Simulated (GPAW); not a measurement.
# ZrS2 (P-3m1) in GPAW: notebook

The runs below take ZrS2 through band structure, equation of state, with vdW-DF2, PBE.

Everything below comes from runs of GPAW 26.7.0. Logs are shortened: lines on timing, memory, paths and dates and some standing lists are left out, and cuts for length are marked. The log counts tension as positive stress, the text compression.

**Experimental background.**

“Stress-Tuned Optical Transitions in Layered 1T-MX2 (M= Hf, Zr, Sn; X= S, Se) Crystals”, 2022, arxiv:2210.12074 quotes, for a bulk crystal of ZrS2: band gap 1.68 eV (indirect).

The runs below are set against these values where they give the same quantity.

**1. The crystal as given**

The structure is trigonal, space group P-3m1 (No. 164). The conventional cell has a = 3.691 Å, b = 3.691 Å, c = 6.041 Å, α = 90.00°, β = 90.00°, γ = 120.00°. Around Zr (site symmetry -3m) lie 6 S at 2.57 Å. Around S (site symmetry 3m) lie 3 Zr at 2.57 Å.

The cell is a database's computed one.

**2. Band structure, vdW-DF2, spin-orbit coupling, no magnetisation**

The input, run.py:

```python
import numpy as np
from ase.dft.bandgap import bandgap
from ase.io import read, write
from gpaw import GPAW, PW
from gpaw.spinorbit import soc_eigenstates

atoms = read('ZrS2.cif')

calc = GPAW(mode=PW(600),
            xc={'name': 'vdW-DF2', 'backend': 'libvdwxc'},
            kpts={'size': (6, 6, 3), 'gamma': True},
            occupations={'name': 'fermi-dirac', 'width': 0.05},
            nbands=24,
            convergence={'density': 1e-05, 'energy': 1e-05},
            maxiter=150,
            txt='gpaw.txt')
atoms.calc = calc
energy = atoms.get_potential_energy()
forces = atoms.get_forces()
calc.write('gs.gpw')
write('result.traj', atoms)
print(f'Energy: {energy:.6f} eV')
print('Forces (eV/A):')
print(forces.round(4))
print('Fermi level:', round(calc.get_fermi_level(), 4), 'eV')
print(f'Gap: {bandgap(calc)[0]:.4f} eV, direct: {bandgap(calc, direct=True)[0]:.4f} eV')

path = atoms.cell.bandpath('GMKGALHA,LM,KH', npoints=60, eps=1e-4)
bs_calc = calc.fixed_density(kpts=path, symmetry='off', nbands=39,
                             convergence={'bands': 'CBM+6.0', 'eigenstates': 1e-6}, txt='bands.txt')
bs = bs_calc.band_structure()
bs.write('bs.json')
print(f'Gap on the path: {bandgap(bs_calc)[0]:.4f} eV')

soc = soc_eigenstates(bs_calc, theta=90, phi=0)
np.savetxt('soc_bands.dat', soc.eigenvalues(), fmt='%.4f')
mesh = soc_eigenstates('gs.gpw', theta=90, phi=0)
np.savetxt('soc_mesh.dat', mesh.eigenvalues(), fmt='%.4f')
print('Fermi level with spin-orbit coupling:', round(mesh.fermi_level, 4), 'eV')
```

The input, ZrS2.cif:

```cif
data_ZrS2
_cell_length_a 3.69138255
_cell_length_b 3.69138255
_cell_length_c 6.04107701
_cell_angle_alpha 90.00000000
_cell_angle_beta 90.00000000
_cell_angle_gamma 120.00000000
_space_group_name_H-M_alt 'P1'
_space_group_name_Hall 'P 1'
_space_group_IT_number 1
loop_
_space_group_symop_operation_xyz
'x,y,z'
loop_
_atom_site_label
_atom_site_type_symbol
_atom_site_symmetry_multiplicity
_atom_site_Wyckoff_symbol
_atom_site_fract_x
_atom_site_fract_y
_atom_site_fract_z
_atom_site_occupancy
Zr1 Zr 1 a 0.0000000000 0.0000000000 0.0000000000 1
S1 S 1 a 0.3333333333 0.6666666667 0.2379099700 1
S2 S 1 a 0.6666666667 0.3333333333 0.7620900300 1
```

Potentials or basis: GPAW PAW data sets (gpaw-data 1.2.1), pw.

On the command line:

```console
$ OMP_NUM_THREADS=1 python run.py
```

gpaw.txt:

```text
__  _  _
 | _ |_)|_||  |
 |__||  | ||/\| - 26.7.0

Input parameters:
  mode=PW(ecut=600.0),
  convergence={'density': 1e-05, 'energy': 1e-05},
  kpts=MonkhorstPack(size=(6, 6, 3), gamma=True),
  maxiter=150,
  nbands=24,
  occupations=Occupations(name='fermi-dirac', width=0.05),
  xc=XC(name='vdW-DF2', backend='libvdwxc')

Diagonalizing LCAO Hamiltonian
Converting LCAO to pw mode

            S

        S

       Zr

Atoms  # Å, Bohr magnetons
|   | symbol |         x |        y |        z |    initial magnetic moments |
|---|--------|-----------|----------|----------|-----------------------------|
| 0 |     Zr |  0.000000 | 0.000000 | 0.000000 | ( 0.0000,  0.0000,  0.0000) |
| 1 |      S | -0.000000 | 2.131221 | 1.437232 | ( 0.0000,  0.0000,  0.0000) |
| 2 |      S |  1.845691 | 1.065610 | 4.603845 | ( 0.0000,  0.0000,  0.0000) |

Unit cell  # Å
| periodic |         x |        y |        z |  lengths |     angles |
|----------|-----------|----------|----------|----------|------------|
|      yes |  3.691383 | 0.000000 | 0.000000 | 3.691383 |  90.000000 |
|      yes | -1.845691 | 3.196831 | 0.000000 | 3.691383 |  90.000000 |
|      yes |  0.000000 | 0.000000 | 6.041077 | 6.041077 | 120.000000 |

Number of symmetries: 12
Symmetry operations  # r_c * U_cc + t_c -> r_c
|    | kind |            matrix            |
|----|------|------------------------------|
|  0 |  σ   |  1, 1, 0,  0,-1, 0,  0, 0, 1 |
|  1 |  S6  |  1, 1, 0, -1, 0, 0,  0, 0,-1 |
|  2 |  E   |  1, 0, 0,  0, 1, 0,  0, 0, 1 |
|  3 |  C2  |  1, 0, 0, -1,-1, 0,  0, 0,-1 |
|  4 |  C2  |  0, 1, 0,  1, 0, 0,  0, 0,-1 |
|  5 |  C3  |  0, 1, 0, -1,-1, 0,  0, 0, 1 |
|  6 |  S6  |  0,-1, 0,  1, 1, 0,  0, 0,-1 |
|  7 |  σ   |  0,-1, 0, -1, 0, 0,  0, 0, 1 |
|  8 |  σ   | -1, 0, 0,  1, 1, 0,  0, 0, 1 |
|  9 |  i   | -1, 0, 0,  0,-1, 0,  0, 0,-1 |
| 10 |  C3  | -1,-1, 0,  1, 0, 0,  0, 0, 1 |
| 11 |  C2  | -1,-1, 0,  0, 1, 0,  0, 0,-1 |

BZ-sampling:
  Number of BZ points: 108
  Number of IBZ points: 17

  Monkhorst-Pack size: [6, 6, 3]
  Monkhorst-Pack shift: [0.08333333333333333, 0.08333333333333333, 0.0]

K-points  # in reciprocal-cell coordinates
|     |                                coordinates |     weight |
|-----|--------------------------------------------|------------|
|   0 | (  0.00000000,   0.00000000,   0.00000000) | 0.00925926 |
|   1 | (  0.00000000,   0.00000000,   0.33333333) | 0.01851852 |
|   2 | (  0.16666667,   0.00000000,  -0.33333333) | 0.05555556 |
|   3 | (  0.16666667,   0.00000000,   0.00000000) | 0.05555556 |
|   4 | (  0.16666667,   0.00000000,   0.33333333) | 0.05555556 |
|   5 | (  0.33333333,  -0.16666667,   0.00000000) | 0.05555556 |
|   6 | (  0.33333333,  -0.16666667,   0.33333333) | 0.11111111 |
|   7 | (  0.33333333,   0.00000000,  -0.33333333) | 0.05555556 |
|   8 | (  0.33333333,   0.00000000,   0.00000000) | 0.05555556 |
|   9 | (  0.33333333,   0.00000000,   0.33333333) | 0.05555556 |
| ... |                                            |            |
|  16 | (  0.50000000,   0.50000000,   0.33333333) | 0.05555556 |

Plane wave coefficients: 2418
Cutoff: 600.0 eV

Spin-components: 1 (collinear spins)
Bands:           24
Projectors:      16
Spin-degeneracy: 2
Datatype:        complex128

Parallelization:
  kpt:    1
  domain: 1
  band:   1

Density:
  Valence electrons: 24.0
  Components: 1
  Grid points: [21 21 35]
  Charge: 0.0  # |e|

Potential:
  Grid points: [21 21 35]

species:
  Zr:
    name:    Zirconium
    Z:       40.0
    valence: 12
    core:    28
    charge:  0.0  # [|e|]
    compensation charges:
      type: gauss
      rc: 0.40  # [Å]
      lmax: 2
    cutoffs:
      filter: 2.39  # [Å]
      core: 1.59  # [Å]
    projectors
    | kind |    occ | energy [eV] | rcut [Å] |
    |------|--------|-------------|----------|
    |   4s |  2.000 |     -54.478 |    1.323 |
    |   5s |  2.000 |      -4.438 |    1.323 |
    |   4p |  6.000 |     -32.467 |    1.334 |
    |   5p |  0.000 |      -1.470 |    1.334 |
    |   4d |  2.000 |      -3.600 |    1.244 |
    |    d |        |      23.611 |    1.244 |

    Using partial waves for Zr as LCAO basis

  S:
    name:    Sulfur
    Z:       16.0
    valence: 6
    core:    10
    charge:  0.0  # [|e|]
    compensation charges:
      type: gauss
      rc: 0.24  # [Å]
      lmax: 2
    cutoffs:
      filter: 1.77  # [Å]
      core: 1.66  # [Å]
    projectors
    | kind |    occ | energy [eV] | rcut [Å] |
    |------|--------|-------------|----------|
    |   3s |  2.000 |     -17.254 |    0.974 |
    |   3p |  4.000 |      -7.008 |    0.979 |
    |    s |        |       9.957 |    0.974 |
    |    p |        |      20.203 |    0.979 |
    |    d |        |       0.000 |    0.900 |

    Using partial waves for S as LCAO basis

Reference energy: -119608.811030  # eV

eigensolver:
  PPCG
  Converge bands: occupied
  niter=2

density mixing:
  MSR1-Mixer
  Pratt-step length: 0.05
  Maximum mixing coefficient: 0.75
  Old densities: 10
  SVD Regularization: 0.005
  Good broyden scale: 1.0
  Trust region scale: 1.0
  Backstep threshold: 4.0
  History deletion threshold: 6.0
  Fourier metric: weight=20.0, sigma=0.015

occupation numbers:
  Fermi-Dirac:
    width: 0.0500  # eV

poisson solver:
  ecut: 4800.0  # eV

xc functional:
  name: vdW-DF2 with libvdwxc
  Mode: serial
  Semilocal: GGA_X_RPW86+LDA_C_PW with 2 nearest neighbor stencil
  Local blocksize: 42 x 42 x 70
  PAW datasets: PBE

convergence criteria:
[... 6 lines left out ...]
|iter     | |      energy | eigst |  dens |
|---------|-|-------------|-------|-------|
|iter:   1| | -165.236074 | +0.15 |       |
|iter:   2| | -164.954277 | -1.50 | -0.95 |
|iter:   3| | -164.173100 | -1.05 | -1.01 |
|iter:   4| | -164.192218 | -2.28 | -1.55 |
|iter:   5| | -164.206774 | -2.90 | -1.83 |
|iter:   6| | -164.203389 | -3.16 | -2.02 |
|iter:   7| | -164.203473 | -4.30 | -3.01 |
|iter:   8| | -164.203485c| -5.56 | -3.53 |
|iter:   9| | -164.203486c| -6.68 | -4.08 |
|iter:  10| | -164.203486c| -7.93c| -4.90 |
|iter:  11| | -164.203486c| -8.41c| -5.55c|

Converged in 11 steps
Energy contributions relative to reference atoms: (reference = -119608.811030)

Energy contributions:
  Kinetic:          29.769228
  Coulomb:         -32.101572
  Zero:              0.535075
  External:          0.000000
  Xc:             -162.406216
  Entropy:          -0.000001
  Spinorbit:         0.000000
  ----------------------------
  Free energy:    -164.203486
  Extrapolated:   -164.203486

dipole moment: (-6.740871, -11.675531, -22.063343)  # |e|*Ang

Fermi level: 5.059
Eigenvalues  # (at kpt = [0.000, 0.000, 0.000])
| band index |      eig [eV] | occ [0-2] |
|------------|---------------|-----------|
|          0 |       -44.852 |     2.000 |
|        ... |               |           |
|          4 |        -8.041 |     2.000 |
|          5 |        -6.696 |     2.000 |
|          6 |         0.406 |     2.000 |
|          7 |         1.767 |     2.000 |
|          8 |         1.767 |     2.000 |
|          9 |         4.396 |     2.000 |
[... 8 lines left out ...]
|         18 |        10.733 |     0.000 |
|         19 |        14.214 |     0.000 |
|        ... |               |           |
|         23 |        18.435 |     0.000 |

Gap: 1.213 eV
Transition (v -> c):
  (s=0, k=3, n=11, [0.17, 0.00, 0.00]) -> (s=0, k=16, n=12, [0.50, 0.50, 0.33])
Direct/indirect transitions are different
Direct gap: 1.674 eV
Transition at: (s=0, k=0, n=11, [0.00, 0.00, 0.00])

Forces  # eV/Ang
|        x |       y |        z |
|----------|---------|----------|
|  0.00000 | 0.00000 |  0.00000 |  # Zr   0
| -0.00000 | 0.00000 |  0.57289 |  # S    1
|  0.00000 | 0.00000 | -0.57289 |  # S    2

# Writing to gs.gpw (mode='')
```

Wall time 57 s (1 thread of Arm Neoverse V2, shared host); peak memory 0.36 GiB.

What came out:

```
Free energy             : -164.2035 eV
Largest force           : 0.573 eV/Å
Band gap on the k mesh  : 1.19 eV, indirect (least direct gap 1.65 eV)
Band gap along the path : 1.11 eV, indirect (least direct gap 1.65 eV)
```

Forces on the atoms (eV/Å):
```
Zr   0.000  0.000  0.000
S    0.000  0.000  0.573
S    0.000  0.000 -0.573
```

Levels at the corners of the path, in eV from the valence-band top:
```tsv
point	band 22	band 23	band 24	band 25	band 26	band 27
Γ	-0.06	-0.03	-0.03	1.62	1.62	1.62
M	-1.63	-1.14	-1.14	1.27	1.27	3.17
K	-1.90	-1.38	-1.38	2.22	2.22	3.12
Γ	-0.06	-0.03	-0.03	1.62	1.62	1.62
A	-0.24	-0.16	-0.16	1.60	1.60	1.60
L	-0.96	-0.73	-0.73	1.11	1.11	3.16
H	-1.71	-1.71	-1.71	2.31	2.31	2.89
A	-0.24	-0.16	-0.16	1.60	1.60	1.60
L	-0.96	-0.73	-0.73	1.11	1.11	3.16
M	-1.63	-1.14	-1.14	1.27	1.27	3.17
K	-1.90	-1.38	-1.38	2.22	2.22	3.12
H	-1.71	-1.71	-1.71	2.31	2.31	2.89
```

Caveat: spin-orbit coupling was added after a scalar SCF, so levels and gaps hold it while energy, forces, pressure and moments don't; this program's spin-orbit splittings come out too wide for heavy elements; the PAW data sets were made with another functional, which shifts forces and pressure a little; the mesh misses the band edges, which the band path finds closer together.

**3. Equation of state, PBE**

The input, run.py:

```python
from ase.eos import EquationOfState
from ase.io import Trajectory
from ase.spacegroup import crystal
from ase.units import GPa
from gpaw import GPAW, PW, setup_paths

setup_paths.insert(0, '.')

# Zr 1a
# S 2d
atoms = crystal(['Zr', 'S'],
                basis=[[0.0, 0.0, 0.0],
                       [0.3333333333, 0.6666666667, 0.23790997]],
                spacegroup=164, setting=1,  # P-3m1
                cellpar=[3.69138255, 3.69138255, 6.04107701, 90.0, 90.0, 120.0],
                primitive_cell=True)

traj = Trajectory('eos.traj', 'w')
volumes, energies = [], []
for x in [0.94, 0.96, 0.98, 1.0, 1.02, 1.04, 1.06]:
    a = atoms.copy()
    a.set_cell(atoms.cell * x**(1 / 3), scale_atoms=True)
    calc = GPAW(mode=PW(600),
                xc='PBE',
                kpts={'size': (6, 6, 3), 'gamma': True},
                occupations={'name': 'fermi-dirac', 'width': 0.05},
                nbands=24,
                convergence={'density': 1e-05, 'energy': 1e-05},
                maxiter=150,
                txt=f'eos-{x:.2f}.txt')
    a.calc = calc
    energies.append(a.get_potential_energy(force_consistent=True))
    volumes.append(a.get_volume())
    p = -a.get_stress()[:3].mean() / GPa
    calc.write(f'eos-{x:.2f}.gpw')
    traj.write(a)
    print(f'{x:.2f} {volumes[-1]:10.4f} A^3 {energies[-1]:14.6f} eV {p:9.3f} GPa', flush=True)

v0, e0, B = EquationOfState(volumes, energies, eos='birchmurnaghan').fit()
print(f'V0 = {v0:.4f} A^3, E0 = {e0:.6f} eV, B0 = {B / GPa:.2f} GPa')
```

Potentials or basis: PAW data sets generated in the run's folder for this functional, pw.

On the command line:

```console
$ gpaw-setup -f PBE S Zr
$ OMP_NUM_THREADS=1 python run.py
```

Run time: 1.8 min. Hardware: 1 thread of Arm Neoverse V2, shared host; peak memory 0.24 GiB.

It converged, with:

* Equilibrium volume: 23.85 Å³/atom
* Bulk modulus at fixed shape and positions: 88 GPa
* Pressure derivative of the bulk modulus: 4.1

Energy against volume, from the lowest point:
```
volume (Å³/atom)  energy (meV/atom)
          22.337              29.25
          22.813              13.21
          23.288               3.68
          23.763               0.00
          24.238               1.61
          24.714               8.03
          25.189              18.75
```

Caveat: the cell was scaled at fixed shape and fractional positions, which overstates the stiffness of a crystal with free parameters, most of all of layers and chains; this functional lacks dispersion, which binds the layers, so the pressure and a relaxed spacing across them are unreliable.

**4. How close it comes**

Step 2. Measured gap of ZrS2: 1.68 eV (indirect; quoted in “Stress-Tuned Optical Transitions in Layered 1T-MX2 (M= Hf, Zr, Sn; X= S, Se) Crystals”, 2022, arxiv:2210.12074). This calculation gives 1.11 eV (-0.57 eV). The value is that of vdW-DF2, without temperature or zero-point motion. The cell is a database's relaxed one, not the measured one, which moves gaps too.
